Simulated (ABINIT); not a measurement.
The system is AlNi.

```
CELL_PARAMETERS angstrom
1.93869 -1.95319 0.00000
1.93869 1.95319 0.00000
0.00000 0.00000 3.09943
ATOMIC_POSITIONS crystal
Ni 0.50000 0.50000 0.50000
Al 0.00000 0.00000 0.00000
```

The cell comes from a database or a generator and needn't be the stable form of this composition.

Base run:

```yaml
Program: ABINIT 10.8.3 (patched build)
Functional: PBEsol
Potentials_or_basis: PseudoDojo NC SR PBEsol v0.4.1 standard
Cutoff: 1333 eV
k_mesh: 8 × 8 × 7
Occupations: fermi-dirac, width 0.05 eV
Spin: collinear spin, ferromagnetic start
Starting_moments: "[1.0, 0.0] μB"
```

Its results: band gap on the k mesh none (metal or under the smearing width); pressure 0.5 GPa; net moment 0.00 μB per cell.

Question: The run is repeated on the same cell with these changes: potentials or basis from PseudoDojo NC SR PBEsol v0.4.1 standard to JTH PAW PBE v2.0; cutoff from 1333 eV to 1116 eV. What comes out?

Answer: Band gap on the k mesh none (metal or under the smearing width); pressure 1.1 GPa; net moment 0.00 μB per cell.

Caveats: small starting moments can end in a higher magnetic state in this program; the PAW data sets were made with another functional, which shifts forces and pressure a little (some runs).
